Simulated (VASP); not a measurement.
# TePb (Fm-3m) in VASP: further runs, part 2 of 3

VASP 6.6.1.

## 3. Relaxation of cell and atoms, PBEsol+D3(BJ)

File INCAR:

```
PREC = Accurate
ENCUT = 600
EDIFF = 1E-7
ISMEAR = -1
SIGMA = 0.05
LREAL = False
LASPH = True
NELM = 80
ALGO = Normal
ISIF = 3
LWAVE = False
LCHARG = False
GGA = PS
IVDW = 12
IBRION = 2
NSW = 60
EDIFFG = -0.01
```

File KPOINTS:

```
Automatic mesh
0
Gamma
  7 7 7
```

File POSCAR:

```
TePb
1.0
    0.0000000000      3.2310000000      3.2310000000
    3.2310000000      0.0000000000      3.2310000000
    3.2310000000      3.2310000000      0.0000000000
Pb Te
1 1
Direct
    0.0000000000      0.0000000000      0.0000000000
    0.5000000000      0.5000000000      0.5000000000
```

Potentials or basis: VASP PAW PBE potentials, release 64 (Pb_d, Te).

Launch:

```console
> cat potpaw_PBE.64/Pb_d/POTCAR potpaw_PBE.64/Te/POTCAR > POTCAR
> mpirun -np 1 vasp_std > vasp.out
```

OUTCAR:

```text
PREC = Accurate
   ENCUT = 600
   EDIFF = 1E-7
   ISMEAR = -1
   LREAL = False
   LASPH = True
   NELM = 80
   ISIF = 3
   GGA = PS
   IVDW = 12
   IBRION = 2
   NSW = 60
   EDIFFG = -0.01
 IVDW          = 12

 ion  position               nearest neighbor table
   1  0.000  0.000  0.000-   2 3.23   2 3.23   2 3.23   2 3.23   2 3.23   2 3.23
   2  0.500  0.500  0.500-   1 3.23   1 3.23   1 3.23   1 3.23   1 3.23   1 3.23

  LATTYP: Found a face centered cubic cell.
 ALAT       =     6.4620000000

  Lattice vectors:

 A1 = (   0.0000000000,   3.2310000000,   3.2310000000)
 A2 = (   3.2310000000,   0.0000000000,   3.2310000000)
 A3 = (   3.2310000000,   3.2310000000,   0.0000000000)

Analysis of symmetry for initial positions (statically):
=====================================================================
 Subroutine PRICEL returns:
 Original cell was already a primitive cell.

 Routine SETGRP: Setting up the symmetry group for a
 face centered cubic supercell.

 Subroutine GETGRP returns: Found 48 space group operations
[... 9 lines left out ...]

 Routine SETGRP: Setting up the symmetry group for a
 face centered cubic supercell.

 Subroutine GETGRP returns: Found 48 space group operations
[... 11 lines left out ...]
                                     Primitive cell

  volume of cell :      67.4592

  direct lattice vectors                    reciprocal lattice vectors
     0.000000000  3.231000000  3.231000000    -0.154750851  0.154750851  0.154750851
     3.231000000  0.000000000  3.231000000     0.154750851 -0.154750851  0.154750851
     3.231000000  3.231000000  0.000000000     0.154750851  0.154750851 -0.154750851

  length of vectors
     4.569324020  4.569324020  4.569324020     0.268036337  0.268036337  0.268036337

  position of ions in fractional coordinates (direct lattice)
     0.000000000  0.000000000  0.000000000
     0.500000000  0.500000000  0.500000000

  ion indices of the primitive-cell ions
   primitive index   ion index
                 1           1
                 2           2

----------------------------------------------------------------------------------------

 KPOINTS: Automatic mesh

Automatic generation of k-mesh.
 Grid dimensions read from file:
 generate k-points for:    7    7    7

 Generating k-lattice:

  Cartesian coordinates                     Fractional coordinates (reciprocal lattice)
    -0.022107264  0.022107264  0.022107264     0.142857143  0.000000000  0.000000000
     0.022107264 -0.022107264  0.022107264     0.000000000  0.142857143  0.000000000
     0.022107264  0.022107264 -0.022107264     0.000000000  0.000000000  0.142857143

  Length of vectors
     0.038290905  0.038290905  0.038290905

  Shift w.r.t. Gamma in fractional coordinates (k-lattice)
     0.000000000  0.000000000  0.000000000

 Subroutine IBZKPT returns following result:
 ===========================================

 Found     20 irreducible k-points:

 Following reciprocal coordinates:
            Coordinates               Weight
  0.000000  0.000000  0.000000      1.000000
  0.142857  0.000000  0.000000      8.000000
  0.285714  0.000000  0.000000      8.000000
  0.428571  0.000000  0.000000      8.000000
  0.142857  0.142857  0.000000      6.000000
  0.285714  0.142857  0.000000     24.000000
[... 12 lines left out ...]
 -0.428571  0.428571  0.142857     24.000000
 -0.285714  0.428571  0.142857     24.000000
   k-points           NKPTS =     20   k-points in BZ     NKDIM =     20   number of bands    NBANDS=     14
   number of dos      NEDOS =    301   number of ions     NIONS =      2
   total plane-waves  NPLWV =  64000
   dimension x,y,z NGX =    40 NGY =   40 NGZ =   40
   dimension x,y,z NGXF=    80 NGYF=   80 NGZF=   80
   ions per type =               1   1
   NGX,Y,Z   is equivalent  to a cutoff of  14.55, 14.55, 14.55 a.u.
   NGXF,Y,Z  is equivalent  to a cutoff of  29.11, 29.11, 29.11 a.u.
 SYSTEM =  unknown system
   PREC   = accura    normal or accurate (medium, high low for compatibility)
   ISTART =      0    job   : 0-new  1-cont  2-samecut
   ICHARG =      2    charge: 1-file 2-atom 10-const
   ISPIN  =      1    spin polarized calculation?
   LNONCOLLINEAR =      F non collinear calculations
   LSORBIT =      F    spin-orbit coupling
   LASPH  =      T    aspherical Exc in radial PAW
   ENCUT  =  600.0 eV  44.10 Ry    6.64 a.u.   9.13  9.13  9.13*2*pi/ulx,y,z
   NELM   =     80;   NELMIN=  2; NELMDL= -5     # of ELM steps
   EDIFF  = 0.1E-06   stopping-criterion for ELM
   LREAL  =      F    real-space projection
   EDIFFG = -.1E-01   stopping-criterion for IOM
   NSW    =     60    number of steps for IOM
   IBRION =      2    ionic relax: 0-MD 1-quasi-New 2-CG
   NFREE  =      1    steps in history (QN), initial steepest desc. (CG)
   ISIF   =      3    stress and relaxation
   ISYM   =      2    0-nonsym 1-usesym 2-fastsym
   POTIM  = 0.5000    time-step for ionic-motion
   TEBEG  =    0.0;   TEEND  =   0.0 temperature during run
   PSTRESS=    0.0 pullay stress
   NELECT =      20.0000    total number of electrons
   NUPDOWN=      -1.0000    fix difference up-down
   EMIN   =  10.00;   EMAX   =-10.00  energy-range for DOS
   EFERMI =   0.00;   METHOD = LEGACY
   ISMEAR =    -1;   SIGMA  =   0.05  broadening in eV -4-tet -1-fermi 0-gaus
   EFERMI_NEDOS =   21; number of points for ismear=-14 and -15
   IALGO  =     38    algorithm
   IMIX   =      4    mixing-type and parameters
     AMIX     =   0.40;   BMIX     =  1.00
     AMIX_MAG =   1.60;   BMIX_MAG =  1.00
  volume/ion in A,a.u.               =      33.73       227.62
  Fermi-wavevector in a.u.,A,eV,Ry     =   1.091619  2.062861 16.213147  1.191633
  Thomas-Fermi vector in A             =   2.227868
   LORBIT       =      0    0 simple, 1 ext, 2 COOP (PROOUT), +10 PAW based schemes
   GGA     = PS    functional components
   LHFCALC =     F    Hartree Fock is set to
   AEXX    =    0.0000 exact exchange contribution
   IVDW    =    12    specifies the selected vdW correction
   LEPSILON=     F    determine dielectric tensor
   LRPA    =     F    only Hartree local field effects (RPA)
 conjugate gradient relaxation of ions
 non-spin polarized calculation
  energy-cutoff  :      600.00
  volume of cell :       67.46
 maximum number of plane-waves:      2259
 NGX is ok and might be reduce to    40
   NGX = 19   NGY = 19   NGZ = 19

--------------------------------------- Ionic step        1  -------------------------------------------

 number of electron      19.9999998 magnetization

 Free energy of the ion-electron system (eV)
  ---------------------------------------------------
  ext. energy  EPLUGINS =         0.00000000
  ---------------------------------------------------
  free energy    TOTEN  =        -8.26013904 eV

  energy without entropy =       -8.26013489  energy(sigma->0) =       -8.26013696

------------------------ aborting loop because EDIFF is reached ----------------------------------------

 Edisp (eV)   -0.80723

 E8    (eV) :    -0.5691

  FORCE on cell =-STRESS in cart. coord.  units (eV):
  Direction    XX          YY          ZZ          XY          YZ          ZX
  --------------------------------------------------------------------------------------
  -------------------------------------------------------------------------------------
  Total      -0.97868    -0.97868    -0.97868     0.00000    -0.00000     0.00000
  in kB     -23.24397   -23.24397   -23.24397     0.00000    -0.00000     0.00000
  external pressure =      -23.24 kB  Pullay stress =        0.00 kB
[... 61 lines left out ...]
  energy  without entropy=       -9.0900556520  energy(sigma->0) =       -9.09006059

--------------------------------------- Ionic step        3  -------------------------------------------

 number of electron      20.0000003 magnetization

 Free energy of the ion-electron system (eV)
  ---------------------------------------------------
  ext. energy  EPLUGINS =         0.00000000
  ---------------------------------------------------
  free energy    TOTEN  =        -8.24253542 eV

  energy without entropy =       -8.24252771  energy(sigma->0) =       -8.24253157

 E-fermi :   6.4861     XC(G=0):  -9.7082

 val. band max:        6.0433044600   @ k =   0.4286   0.0000   0.0000
 cond. band min:       6.9216762993   @ k =   0.4286   0.0000   0.0000
 fundamental gap:      0.8783718393
 Fermi energy:         6.4861410814

 k-point     1 :       0.0000    0.0000    0.0000
  band No.  band energies     occupation
      1     -10.5668      2.00000
      2     -10.5668      2.00000
      3     -10.5513      2.00000
      4     -10.5513      2.00000
      5     -10.5513      2.00000
      6      -6.3311      2.00000
      7       0.6818      2.00000
      8       4.6169      2.00000
      9       4.6169      2.00000
     10       4.6169      2.00000
     11      10.2705      0.00000
     12      10.2705      0.00000
     13      10.2705      0.00000
     14      11.7927      0.00000
[... 354 lines left out ...]
  FREE ENERGIE OF THE ION-ELECTRON SYSTEM (eV)
  ---------------------------------------------------
  free  energy   TOTEN  =        -9.0937618400 eV

  energy  without entropy=       -9.0937541285  energy(sigma->0) =       -9.09375798

 reached required accuracy - stopping structural energy minimisation
```

Run time: 1.7 min. Hardware: 1 thread of AMD EPYC 7R43 (Zen 3), shared host; peak memory 0.22 GiB.

What came out:

| Property | Result |
| --- | --- |
| Free energy | -9.0938 eV |
| Relaxed volume | 32.00 Å³/atom |
| Relaxed cell | a = 4.490 Å, b = 4.490 Å, c = 4.490 Å, α = 60.00°, β = 60.00°, γ = 60.00° |
| Space group after relaxing (to 0.05 Å) | Fm-3m (No. 225) |
| Energy gained by relaxing | 13.2 meV/atom |
| Ionic steps | 3 |
| Pressure after relaxing | 0.0 GPa |
| Dispersion energy per atom | -0.426 eV |

The path:
| step | energy change (eV) | largest force (eV/Å) | pressure (GPa) | volume (Å³) |
| --- | --- | --- | --- | --- |
| 1 | 0.0000 | 0.0000 | -2.32 | 67.46 |
| 2 | -0.0227 | 0.0000 | 1.00 | 62.79 |
| 3 | -0.0264 | 0.0000 | 0.01 | 64.00 |

Final structure:
```cif
data_structure
_symmetry_space_group_name_H-M 'P 1'
_symmetry_Int_Tables_number 1
_cell_length_a 4.4898
_cell_length_b 4.4898
_cell_length_c 4.4898
_cell_angle_alpha 60.000
_cell_angle_beta 60.000
_cell_angle_gamma 60.000
_cell_volume 64.00
loop_
_atom_site_label
_atom_site_type_symbol
_atom_site_fract_x
_atom_site_fract_y
_atom_site_fract_z
_atom_site_occupancy
Pb1 Pb 0.00000 0.00000 0.00000 1
Te1 Te 0.50000 0.50000 0.50000 1
```

Caveat: this odd mesh misses L, where the gap lies, so gap, dielectric constants and Born charges aren't listed; the PAW data sets were made with another functional, which shifts forces and pressure a little; spin-orbit coupling is left out, which moves the levels of the heavy elements.

(Continued in part 3 of 3.)
